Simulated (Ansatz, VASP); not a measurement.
## Tc in VASP and in Ansatz

INCAR

```
PREC = Accurate
ENCUT = 520
EDIFF = 1E-6
ISMEAR = -1
SIGMA = 0.08
LREAL = F
LASPH = T
NELM = 100
ALGO = Normal
ISIF = 2
LWAVE = F
LCHARG = F
GGA = PE
NBANDS = 20
```

The input KPOINTS:

```
Automatic mesh
0
Gamma
  14 14 8
```

File POSCAR:

```
Tc
1.0
    2.7365804042      0.0000000000      0.0000000000
   -1.3682902021      2.3699481495      0.0000000000
    0.0000000000      0.0000000000      4.3949028000
Tc
2
Direct
    0.3333333333      0.6666666667      0.2500000000
    0.6666666667      0.3333333333      0.7500000000
```

Input for Ansatz:

```yaml
crystal:
  lattice:
    - [2.7365804042, 0.0, 0.0]
    - [-1.3682902021, 2.3699481495, 0.0]
    - [0.0, 0.0, 4.3949028]
  atoms:
    - { symbol: Tc, position: [0.3333333333, 0.6666666667, 0.25] }
    - { symbol: Tc, position: [0.6666666667, 0.3333333333, 0.75] }
kpoints:
  mp_grid: { grid: [14, 14, 8] }
  band_path:
    path:
      - [0.0, 0.0, 0.0]
      - [0.5, 0.0, 0.0]
      - [0.3333333333, 0.3333333333, 0.0]
      - [0.0, 0.0, 0.0]
      - [0.0, 0.0, 0.5]
      - [0.5, 0.0, 0.5]
      - [0.3333333333, 0.3333333333, 0.5]
      - [0.0, 0.0, 0.5]
      - [0.5, 0.0, 0.5]
    npoints: 8
scf:
  occupations: { method: fermi_dirac, width: 0.08 }
hamiltonian:
  xc: pbe
  pseudopotentials: { kind: all_electron, lapw: { basis_error: 0.001 } }
output:
  forces: true
  stress: true
  eigenvalues: true
  populations: true
  dos: { projected: true, de: 0.2, e_range: [-14, 8] }
```

Alike in both runs: task single point; functional PBE; k mesh 14 × 14 × 8; occupations fermi-dirac, width 0.08 eV; no spin polarisation.

|  | VASP | Ansatz |
| --- | --- | --- |
| version | VASP 6.6.1 | Ansatz 0.2.0 |
| potentials or method | VASP PAW PBE potentials, release 64 (Tc_pv) | all-electron LAPW, scalar-relativistic |
| plane-wave cutoff (eV) | 520 | see its input |

```tsv
	VASP	Ansatz	Ansatz less VASP
pressure (GPa)	3.4	4.1	+0.65
largest component of the traceless stress (GPa)	1.06	1.04	-0.020
```

Ansatz ran all-electron here, so the differences hold the error of VASP's frozen core and of both bases.
